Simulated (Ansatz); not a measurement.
**Si (Fm-3m), tetragonal deformation path**

These are results of DFT PBE+D3(BJ), scalar-relativistic, plane waves, PAW (Ansatz), not measurements. Settings: plane waves to 420 eV, k-mesh 30×30×30 (Γ-centred), Gaussian smearing 0.15 eV. No spin polarisation. Energies are free energies at this smearing, counted from the undisturbed cell; pressure is positive in compression.

The undisturbed cell (relaxed at this level; with this scan's settings it stands at -0.6 GPa; this fcc form isn't the usual structure):

```
Si
1.0
     0.00000    1.90052    1.90052
     1.90052    0.00000    1.90052
     1.90052    1.90052    0.00000
Si
1
Direct
  0.00000 0.00000 0.00000
```

At fixed volume and fractional coordinates, lengths along (0.000, 0.000, 1.000) are scaled against those across it; ρ is that ratio over its starting value. The cell is metallic on the mesh throughout. At ρ = 0.707 the cell becomes cubic (Im-3m), and there the slope of the energy vanishes by symmetry.

```csv
ρ,ΔE (meV/atom)
0.650,-23.6
0.707,-5.6
0.780,-15.6
0.850,-9.7
0.920,-2.3
0.960,-0.6
1.000,0.0
1.050,-1.1
1.100,-2.8
1.200,-2.5
1.300,9.7
1.414,48.1
1.500,103.0
```

(1) Predict the pressure (GPa) at each point.

Answers

(1)
| ρ | pressure (GPa) |
| --- | --- |
| 0.650 | 0.8 |
| 0.707 | 1.4 |
| 0.780 | 0.7 |
| 0.850 | 0.1 |
| 0.920 | -0.4 |
| 0.960 | -0.5 |
| 1.000 | -0.6 |
| 1.050 | -0.4 |
| 1.100 | -0.2 |
| 1.200 | 1.2 |
| 1.300 | 3.7 |
| 1.414 | 7.9 |
| 1.500 | 12.4 |

Cost: 13 runs of about 2.1 core-minutes in all, on Arm Neoverse V2 (shared hosts).